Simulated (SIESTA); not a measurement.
Crystal: Al.

```
Al
1.0
    -1.59122    1.59122    1.59122
     1.59122   -1.59122    1.59122
     1.59122    1.59122   -1.59122
Al
1
Direct
  0.00000 0.00000 0.00000
```

This isn't the form of Al at room conditions, which is fcc.

* Program: SIESTA 5.4.2
* Task: single point
* Functional: PBE
* Potentials or basis: PseudoDojo 0.4 standard (PBE files)
* Basis: DZP (energy shift 0.003 Ry)
* Grid cutoff: 500 Ry
* Energy shift: 0.003 Ry
* k mesh: 12 × 12 × 12
* Occupations: fermi-dirac, width 0.05 eV
* Spin: no spin polarisation

On this cell: pressure 4.1 GPa; band gap on the k mesh none (metal or under the smearing width).

The same run follows on a disturbed copy (cell strained at random at fixed volume):

```
Al
1.0
    -1.69895    1.56431    1.60080
     1.63095   -1.58291    1.55140
     1.66037    1.54432   -1.61940
Al
1
Cartesian
  0.0311 -0.0117 0.0086
```

**Question.** What does the disturbed cell give?

**Answer.** The energy (extrapolated to zero smearing) moves by +2.0 meV/atom; pressure 4.3 GPa; band gap on the k mesh none (metal or under the smearing width).

Stress tensor (GPa, compression positive):
```
5.53 0.66 1.62
0.66 3.60 0.63
1.62 0.63 3.62
```

Caveats: the basis of atomic orbitals isn't converged, which shifts pressures, moduli and gaps.
